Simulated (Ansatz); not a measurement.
## What a change of settings does to a run on TiC

The cell is COD entry 9012564, as deposited and not checked against the literature; nothing was relaxed. The listed cell was then made from it by scaling, straining or moving an atom.

First run: DFT, LDA, all-electron LAPW, scalar-relativistic (Ansatz 0.2.0).

Command: `ansatz run input.yaml --threads 1 --pin off --max-ram 2048MiB --backend cpu --events-out ev --progress --plain --runs-dir out` The run took 5.6 s on 1 thread of AMD EPYC 9R45 96-Core Processor (Zen 5), with other jobs on the host, peak memory 0.45 GiB.

```yaml
crystal:
  lattice:
    - [0.0, 2.1924769499, 2.1924769499]
    - [2.1924769499, 0.0, 2.1924769499]
    - [2.1924769499, 2.1924769499, 0.0]
  atoms:
    - { symbol: Ti, position: [0.0, 0.0, 0.0] }
    - { symbol: C, position: [0.5, 0.5, 0.5] }
kpoints:
  mp_grid: { grid: [16, 16, 16] }
scf:
  occupations: { method: fermi_dirac, width: 0.03 }
hamiltonian:
  xc: lda
  pseudopotentials: { kind: all_electron, lapw: { basis_error: 0.001 } }
output:
  forces: true
  stress: true
  eigenvalues: true
```

Result: converged; pressure -20.4 GPa; no gap on the k mesh; 9 SCF iterations.

The input is then changed:

```diff
@@ -18,3 +18,5 @@
   stress: true
   eigenvalues: true
+magnetization:
+  spin_polarized: true
```

Q: Predict the outcome of the changed run.

A: It converged; pressure -20.4 GPa; moment 0.00 μB; 11 SCF iterations.
